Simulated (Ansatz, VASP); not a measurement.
**Two plane-wave programs on PbO**

The input POSCAR:

```
PbO
1.0
    3.1793716485      0.0000000000      0.0000000000
    0.0000000000      3.1793716485      0.0000000000
    0.0000000000      0.0000000000      3.1793716485
Pb O
1 1
Direct
    0.0000000000      0.0000000000      0.0000000000
    0.5000000000      0.5000000000      0.5000000000
```

The input INCAR.step1:

```
PREC     = Accurate       # precision mode
ENCUT    = 520            # plane-wave cutoff, eV
ISMEAR   = -1             # smearing method
SIGMA    = 0.02           # smearing width, eV
LREAL    = False          # projectors in reciprocal space
LASPH    = True           # aspherical terms in the spheres
NELM     = 60             # most SCF steps
NBANDS   = 17             # bands
GGA      = PE             # functional
ALGO     = Normal         # electronic algorithm
EDIFF    = 1E-4           # SCF threshold, eV
LWAVE    = True           # write WAVECAR
LCHARG   = False          # write CHGCAR
```

File INCAR.step2:

```
PREC     = Accurate       # precision mode
ENCUT    = 520            # plane-wave cutoff, eV
EDIFF    = 1E-6           # SCF threshold, eV
ISMEAR   = -1             # smearing method
SIGMA    = 0.02           # smearing width, eV
LREAL    = False          # projectors in reciprocal space
LASPH    = True           # aspherical terms in the spheres
NELM     = 60             # most SCF steps
ALGO     = Normal         # electronic algorithm
ISIF     = 2              # what is computed and relaxed
LWAVE    = False          # write WAVECAR
LCHARG   = False          # write CHGCAR
METAGGA  = R2SCAN         # meta-GGA
LMIXTAU  = True         
NBANDS   = 17             # bands
ISTART   = 1
```

KPOINTS

```
Automatic mesh
0
Gamma
  8 8 8
```

Input for Ansatz:

```yaml
crystal:
  lattice:
    - [3.1793716485, 0.0, 0.0]
    - [0.0, 3.1793716485, 0.0]
    - [0.0, 0.0, 3.1793716485]
  atoms:
    - { symbol: Pb, position: [0.0, 0.0, 0.0] }
    - { symbol: O, position: [0.5, 0.5, 0.5] }
kpoints:
  mp_grid: { grid: [8, 8, 8] }
  band_path:
    path:
      - [0.0, 0.0, 0.0]
      - [0.0, 0.5, 0.0]
      - [0.5, 0.5, 0.0]
      - [0.5, 0.5, 0.5]
      - [0.05, 0.5, 0.05]
    npoints: 1
hamiltonian:
  xc: r2scan
scf:
  occupations: { method: fermi_dirac, width: 0.02 }
  n_extra_bands: 4
output:
  forces: true
  stress: true
  eigenvalues: true
```

Alike in both runs: task single point; functional r2SCAN; k mesh 8 × 8 × 8; occupations fermi-dirac, width 0.02 eV; no spin polarisation.

|  | VASP | Ansatz |
| --- | --- | --- |
| version | VASP 6.6.1 | Ansatz 0.2.0 |
| potentials or method | VASP PAW PBE potentials, release 64 (Pb_d, O) | plane waves, PAW |
| plane-wave cutoff (eV) | 520 | 500 |
| valence electrons in the cell | 20 | 20 |

VASP gave:

- pressure (GPa): 0.2

**Question.** Which values does Ansatz return?

**Answer.** Pressure (GPa): 0.0.

Caveats: the PAW data sets were made with another functional, which shifts forces and pressure a little (VASP); spin-orbit coupling is left out, which as a rule narrows the gap of such compounds by several tenths of an eV.
